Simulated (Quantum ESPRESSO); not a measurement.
The system is Ga2O3.

```xyz
10
Lattice="6.1070 -1.5186 0.0000 6.1070 1.5186 0.0000 -1.3860 0.0000 5.6300" Properties=species:S:1:pos:R:3 pbc="T T T"
Ga    3.2184    0.0000    3.8621
Ga    7.6096    0.0000    1.7679
Ga   10.8240    0.0000    1.1564
Ga    0.0041    0.0000    4.4736
O     5.1267    0.0000    4.1853
O     5.7013    0.0000    1.4447
O     9.4919    0.0000    2.4592
O     1.3361    0.0000    3.1708
O     8.9710    0.0000    5.0118
O     1.8570    0.0000    0.6182
```

Base run:

* Program: Quantum ESPRESSO 7.5
* Functional: PBE
* Potentials or basis: SSSP 1.3 efficiency PBE
* Cutoff: 952 eV
* Density cutoff: 7619 eV
* k mesh: 9 × 9 × 5
* Occupations: fermi-dirac, width 0.05 eV
* Spin: no spin polarisation

Its results: band gap on the k mesh 2.44 eV, indirect (least direct gap 2.46 eV); pressure 9.2 GPa; largest force 0.228 eV/Å.

**Question.** The run is repeated on the same cell with these changes: functional from PBE to PBEsol; potentials or basis from SSSP 1.3 efficiency PBE to GBRV 1.5 PBEsol; cutoff from 952 eV to 612 eV; density cutoff from 7619 eV to 4898 eV; valence electrons from 88 to 112. What comes out?

**Answer.** Band gap on the k mesh 2.37 eV, indirect (least direct gap 2.38 eV); pressure 2.7 GPa; largest force 0.148 eV/Å.

Caveats: an odd mesh through Γ misses points on the zone boundary, where band edges often lie (some runs).

Not every run made on this cell is shown here.
